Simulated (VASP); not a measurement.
# InP (F-43m) in VASP: settings compared, part 2 of 2

VASP 6.6.1. The steps go on from the part before.

## Step 6: Single point, revPBE+D3(BJ)

This run uses another cell than the first one, of 25.32 Å³/atom, 1.006 times its volume.

File INCAR:

```
SYSTEM = InP
PREC = Accurate
ENCUT = 520
EDIFF = 1E-6
ISMEAR = -1
SIGMA = 0.05
LREAL = .FALSE.
LASPH = .TRUE.
NELM = 60
ALGO = Normal
ISIF = 2
LWAVE = .FALSE.
LCHARG = .FALSE.
GGA = RE
IVDW = 12
NBANDS = 16
```

File KPOINTS:

```
Automatic mesh
0
G
  8 8 8
  0 0 0
```

File POSCAR:

```
InP
1.0
    0.0000000000      2.9362475210      2.9362475210
    2.9362475210      0.0000000000      2.9362475210
    2.9362475210      2.9362475210      0.0000000000
In P
1 1
Direct
    0.0000000000      0.0000000000      0.0000000000
    0.7500000000      0.7500000000      0.7500000000
```

Potentials or basis: VASP PAW PBE potentials, release 64 (In_d, P).

Started as:

```console
$ cat potpaw_PBE.64/In_d/POTCAR potpaw_PBE.64/P/POTCAR > POTCAR
$ mpirun -np 1 vasp_std > vasp.out
```

OUTCAR:

```text
SYSTEM = InP
   PREC = Accurate
   ENCUT = 520
   EDIFF = 1E-6
   ISMEAR = -1
   LREAL = .FALSE.
   LASPH = .TRUE.
   NELM = 60
   ISIF = 2
   GGA = RE
   IVDW = 12
 IVDW          = 12

 ion  position               nearest neighbor table
   1  0.000  0.000  0.000-   2 2.54   2 2.54   2 2.54   2 2.54
   2  0.750  0.750  0.750-   1 2.54   1 2.54   1 2.54   1 2.54

  LATTYP: Found a face centered cubic cell.
 ALAT       =     5.8724950420

  Lattice vectors:

 A1 = (   0.0000000000,   2.9362475210,   2.9362475210)
 A2 = (   2.9362475210,   0.0000000000,   2.9362475210)
 A3 = (   2.9362475210,   2.9362475210,   0.0000000000)

Analysis of symmetry for initial positions (statically):
=====================================================================
 Subroutine PRICEL returns:
 Original cell was already a primitive cell.

 Routine SETGRP: Setting up the symmetry group for a
 face centered cubic supercell.

 Subroutine GETGRP returns: Found 24 space group operations
 (whereof 24 operations were pure point group operations)
 out of a pool of 48 trial point group operations.

The static configuration has the point symmetry T_d .

Analysis of symmetry for dynamics (positions and initial velocities):
=====================================================================
 Subroutine PRICEL returns:
 Original cell was already a primitive cell.

 Routine SETGRP: Setting up the symmetry group for a
 face centered cubic supercell.

 Subroutine GETGRP returns: Found 24 space group operations
 (whereof 24 operations were pure point group operations)
 out of a pool of 48 trial point group operations.

The dynamic configuration has the point symmetry T_d .

 Subroutine INISYM returns: Found 24 space group operations
 (whereof 24 operations are pure point group operations),
 and found     1 'primitive' translations

----------------------------------------------------------------------------------------

[... 111 lines left out ...]
     AMIX     =   0.40;   BMIX     =  1.00
     AMIX_MAG =   1.60;   BMIX_MAG =  1.00
  volume/ion in A,a.u.               =      25.32       170.83
  Fermi-wavevector in a.u.,A,eV,Ry     =   1.159746  2.191603 18.299993  1.345012
  Thomas-Fermi vector in A             =   2.296336
   LORBIT       =      0    0 simple, 1 ext, 2 COOP (PROOUT), +10 PAW based schemes
   GGA     = RE    functional components
   LHFCALC =     F    Hartree Fock is set to
   AEXX    =    0.0000 exact exchange contribution
   IVDW    =    12    specifies the selected vdW correction
   LEPSILON=     F    determine dielectric tensor
   LRPA    =     F    only Hartree local field effects (RPA)
 non-spin polarized calculation
  energy-cutoff  :      520.00
  volume of cell :       50.63
 maximum number of plane-waves:      1380
   NGX = 15   NGY = 15   NGZ = 15

 number of electron      18.0000006 magnetization

 Free energy of the ion-electron system (eV)
  ---------------------------------------------------
  ext. energy  EPLUGINS =         0.00000000
  ---------------------------------------------------
  free energy    TOTEN  =        -7.79932656 eV

  energy without entropy =       -7.79932375  energy(sigma->0) =       -7.79932516

 E-fermi :   5.6183     XC(G=0):  -9.1315

 val. band max:        5.1982491054   @ k =   0.0000   0.0000   0.0000
 cond. band min:       5.9752903031   @ k =   0.0000   0.0000   0.0000
 fundamental gap:      0.7770411977
 Fermi energy:         5.6183067486

 k-point     1 :       0.0000    0.0000    0.0000
  band No.  band energies     occupation
      1      -8.9885      2.00000
      2      -8.9885      2.00000
      3      -8.9885      2.00000
      4      -8.8407      2.00000
      5      -8.8407      2.00000
      6      -6.2555      2.00000
[... 433 lines left out ...]
      3      -8.9216      2.00000
      4      -8.8456      2.00000
      5      -8.8278      2.00000
      6      -4.2464      2.00000
[... 8 lines left out ...]
     15      15.9556      0.00000
     16      16.5264      0.00000

 [... further k-points ...]

------------------------ aborting loop because EDIFF is reached ----------------------------------------

 Edisp (eV)   -1.16962

 E8    (eV) :    -0.8217

  FORCE on cell =-STRESS in cart. coord.  units (eV):
  Direction    XX          YY          ZZ          XY          YZ          ZX
  --------------------------------------------------------------------------------------
  -------------------------------------------------------------------------------------
  Total      -0.03205    -0.03205    -0.03205     0.00000     0.00000    -0.00000
  in kB      -1.01429    -1.01429    -1.01429     0.00000     0.00000    -0.00000
  external pressure =       -1.01 kB  Pullay stress =        0.00 kB

 VOLUME and BASIS-vectors are now :
 -----------------------------------------------------------------------------
  energy-cutoff  :      520.00
  volume of cell :       50.63
      direct lattice vectors                 reciprocal lattice vectors
     0.000000000  2.936247521  2.936247521    -0.170285372  0.170285372  0.170285372
     2.936247521  0.000000000  2.936247521     0.170285372 -0.170285372  0.170285372
     2.936247521  2.936247521  0.000000000     0.170285372  0.170285372 -0.170285372

 POSITION                                       TOTAL-FORCE (eV/Angst)
 -----------------------------------------------------------------------------------
      0.00000      0.00000      0.00000         0.000000      0.000000      0.000000
      4.40437      4.40437      4.40437        -0.000000     -0.000000     -0.000000
 -----------------------------------------------------------------------------------
    total drift:                                0.000000      0.000000      0.000000

  FREE ENERGIE OF THE ION-ELECTRON SYSTEM (eV)
  ---------------------------------------------------
  free  energy   TOTEN  =        -8.9689478712 eV

  energy  without entropy=       -8.9689450665  energy(sigma->0) =       -8.96894647
```

Wall time 17 s (1 thread of Intel Xeon Platinum 8259CL at 2.50GHz (Skylake/Cascade Lake), shared host); peak memory 0.19 GiB.

Results:

| Quantity | Value |
| --- | --- |
| Free energy | -8.9689 eV |
| Pressure | -0.1 GPa |
| Band gap on the k mesh | 0.78 eV, direct |
| Dispersion energy per atom | -0.585 eV |

Levels at points of the mesh, in eV from the valence-band top:
```tsv
k point	band 5	band 6	band 7	band 8	band 9	band 10	band 11	band 12	band 13	band 14
(0.00, 0.00, 0.00)	-14.04	-11.45	0.00	0.00	0.00	0.78	4.12	4.12	4.12	8.72
(0.50, 0.00, 0.00)	-14.03	-9.76	-5.66	-0.96	-0.96	1.56	4.84	4.84	7.21	9.58
(0.50, 0.50, 0.00)	-14.00	-9.11	-5.69	-2.29	-2.29	1.86	2.33	9.29	9.61	9.61
```

Caveat: the PAW data sets were made with another functional, which shifts forces and pressure a little; spin-orbit coupling is left out, which moves the levels of the heavy elements.

## Step 7: Overview

```csv
level,cell,smearing,gap on the mesh (eV),pressure (GPa)
RPBE,"a = 4.144 Å, angles 60.0°, 2 atoms",gaussian 0.05 eV,0.84,5.1
PBE,"a = 4.144 Å, angles 60.0°, 2 atoms",gaussian 0.025 eV,0.71,3.3
PBE,"a = 4.144 Å, angles 60.0°, 2 atoms",gaussian 0.014 eV,0.71,3.3
RPBE,"a = 4.144 Å, angles 60.0°, 2 atoms",fermi-dirac 0.05 eV,0.84,5.1
revPBE+D3(BJ),"a = 4.152 Å, angles 60.0°, 2 atoms",fermi-dirac 0.05 eV,0.78,-0.1
```

Alike in all rows: task single point; potentials or basis VASP PAW PBE potentials, release 64 (In_d, P); no spin polarisation; k mesh 8 × 8 × 8; cutoff (eV) 520.

On the cell as given the gap runs from 0.71 eV (PBE) to 0.84 eV (RPBE). The pressure there spans 3.3 GPa (PBE) to 5.1 GPa (RPBE); a positive pressure means that this level wants a larger cell, a negative one a smaller.

Caveats: spin-orbit coupling is left out, which moves the levels of the heavy elements; the PAW data sets were made with another functional, which shifts forces and pressure a little (some runs).

Absolute energies hang on the potentials; compare differences alone.

## Step 8: Against experiment

Step 6. Measured gap of InP: 1.4236 eV (direct; 1.6 K; a printed reference work, data compilation). This calculation gives 0.78 eV (-0.65 eV). Spin-orbit coupling on In is left out. The value is that of revPBE+D3(BJ), without temperature or zero-point motion. Semilocal functionals fall short of measured gaps as a rule.
